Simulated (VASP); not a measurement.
# CdS (Hawleyite) (F-43m) in VASP: notebook, part 2 of 4

VASP 6.6.1.

## 4. Dielectric tensor, LDA

File INCAR:

```
ALGO = Normal ; EDIFF = 1E-8
ENCUT = 460 ; GGA = CA
ISIF = 2 ; ISMEAR = 0
LASPH = True ; LCHARG = False
LEPSILON = True ; LREAL = False
LWAVE = False ; NELM = 100
PREC = Accurate ; SIGMA = 0.01
```

File KPOINTS:

```
k-points
0
Gamma
  11 11 11
```

File POSCAR:

```
CdS
1.0
    0.0000000000      2.9165000000      2.9165000000
    2.9165000000      0.0000000000      2.9165000000
    2.9165000000      2.9165000000      0.0000000000
Cd S
1 1
Direct
    0.0000000000      0.0000000000      0.0000000000
    0.7500000000      0.7500000000      0.7500000000
```

Potentials or basis: VASP PAW LDA potentials, release 64 (Cd, S).

Started as:

```bash
$ cat potpaw_LDA.64/Cd/POTCAR potpaw_LDA.64/S/POTCAR > POTCAR
$ mpirun -np 1 vasp_std > vasp.out
```

OUTCAR:

```text
EDIFF = 1E-8
   ENCUT = 460
   GGA = CA
   ISIF = 2
   ISMEAR = 0
   LASPH = True
   LEPSILON = True
   LREAL = False
   NELM = 100
   PREC = Accurate

 Found     56 irreducible k-points:

 Following reciprocal coordinates:
            Coordinates               Weight
  0.000000  0.000000  0.000000      1.000000
  0.090909  0.000000  0.000000      8.000000
  0.181818  0.000000  0.000000      8.000000
  0.272727  0.000000  0.000000      8.000000
  0.363636  0.000000  0.000000      8.000000
  0.454545  0.000000  0.000000      8.000000
   k-points           NKPTS =     56   k-points in BZ     NKDIM =     56   number of bands    NBANDS=     13
   number of dos      NEDOS =    301   number of ions     NIONS =      2
   total plane-waves  NPLWV =  27000
   dimension x,y,z NGX =    30 NGY =   30 NGZ =   30
   dimension x,y,z NGXF=    60 NGYF=   60 NGZF=   60
   ions per type =               1   1
   NGX,Y,Z   is equivalent  to a cutoff of  12.09, 12.09, 12.09 a.u.
   NGXF,Y,Z  is equivalent  to a cutoff of  24.18, 24.18, 24.18 a.u.
 SYSTEM =  unknown system
   PREC   = accura    normal or accurate (medium, high low for compatibility)
   ISTART =      0    job   : 0-new  1-cont  2-samecut
   ICHARG =      2    charge: 1-file 2-atom 10-const
   ISPIN  =      1    spin polarized calculation?
   LNONCOLLINEAR =      F non collinear calculations
   LSORBIT =      F    spin-orbit coupling
   LASPH  =      T    aspherical Exc in radial PAW
   ENCUT  =  460.0 eV  33.81 Ry    5.81 a.u.   7.21  7.21  7.21*2*pi/ulx,y,z
   NELM   =    100;   NELMIN=  2; NELMDL= -5     # of ELM steps
   EDIFF  = 0.1E-07   stopping-criterion for ELM
   LREAL  =      F    real-space projection
   EDIFFG = 0.1E-06   stopping-criterion for IOM
   NSW    =      0    number of steps for IOM
   IBRION =     -1    ionic relax: 0-MD 1-quasi-New 2-CG
[... 8 lines left out ...]
   EMIN   =  10.00;   EMAX   =-10.00  energy-range for DOS
   EFERMI =   0.00;   METHOD = LEGACY
   ISMEAR =     0;   SIGMA  =   0.01  broadening in eV -4-tet -1-fermi 0-gaus
   EFERMI_NEDOS =   21; number of points for ismear=-14 and -15
   IALGO  =     38    algorithm
   IMIX   =      4    mixing-type and parameters
     AMIX     =   0.40;   BMIX     =  1.00
[... 162 lines left out ...]
          -0.000000     0.000000     7.334509
 ------------------------------------------------------

 Free energy of the ion-electron system (eV)
  ---------------------------------------------------
  ---------------------------------------------------
  free energy    TOTEN  =        -0.84680843 eV

  energy without entropy =       -0.84680843

------------------------ aborting loop because EDIFF is reached ----------------------------------------

--------------------------------------- Ionic step        2  -------------------------------------------

------------------------ aborting loop because EDIFF is reached ----------------------------------------

--------------------------------------- Ionic step        3  -------------------------------------------

 Free energy of the ion-electron system (eV)
  ---------------------------------------------------
  ---------------------------------------------------
  free energy    TOTEN  =        -0.84680879 eV

  energy without entropy =       -0.84680879

------------------------ aborting loop because EDIFF is reached ----------------------------------------

 PIEZOELECTRIC TENSOR FIELD DIRECTION 3  (e Angst)
 -----------------------------------------------------------------------------
    -0.00127  1.97782  0.00000           ( -0.00000 -0.02781  0.00000)
     1.97782 -0.00127  0.00000           ( -0.02781 -0.00000  0.00000)
     0.00000  0.00000  0.00013           (  0.00000  0.00000 -0.00000)

 PIEZOELECTRIC TENSOR FIELD DIRECTION 3  (C/m^2)
 -----------------------------------------------------------------------------
    -0.00041  0.63868  0.00000
     0.63868 -0.00041  0.00000
     0.00000  0.00000  0.00004

 MACROSCOPIC STATIC DIELECTRIC TENSOR (including local field effects in DFT)
 ------------------------------------------------------
           6.885415    -0.000000     0.000000
           0.000000     6.885415    -0.000000
           0.000000    -0.000000     6.885415
 ------------------------------------------------------

 PIEZOELECTRIC TENSOR (including local field effects)  for field in x, y, z        (e  Angst)
          XX          YY          ZZ          XY          YZ          ZX
  --------------------------------------------------------------------------------
  x     0.00000    -0.00000    -0.00000     0.00000     1.98932     0.00000
  y     0.00000     0.00000     0.00000     0.00000     0.00000     1.98932
  z     0.00000     0.00000     0.00000     1.98932     0.00000     0.00000

 PIEZOELECTRIC TENSOR (including local field effects)  for field in x, y, z        (C/m^2)
          XX          YY          ZZ          XY          YZ          ZX
  --------------------------------------------------------------------------------
  x     0.00000    -0.00000    -0.00000     0.00000     0.64239     0.00000
  y     0.00000     0.00000     0.00000     0.00000     0.00000     0.64239
  z     0.00000     0.00000     0.00000     0.64239     0.00000     0.00000

 BORN EFFECTIVE CHARGES (including local field effects) (in |e|, cummulative output)
 ---------------------------------------------------------------------------------
 ion    1
    1     2.18987     0.00000     0.00000
    2    -0.00000     2.18987    -0.00000
    3     0.00000     0.00000     2.18987
 ion    2
    1    -2.18987     0.00000     0.00000
    2     0.00000    -2.18987     0.00000
    3     0.00000     0.00000    -2.18987
```

Run time: 5.2 min. Hardware: 1 thread of Intel Xeon 6975P-C (Granite Rapids), shared host; peak memory 0.38 GiB.

These settings aren't checked as converged: the numbers below hold their error.

What came out:

* Band gap on the k mesh: 0.89 eV, direct
* Electronic dielectric tensor (diagonal): 6.89
* Born charges (mean of the diagonal): Cd +2.19; S -2.19 e

(Part 2 of 4 ends here.)
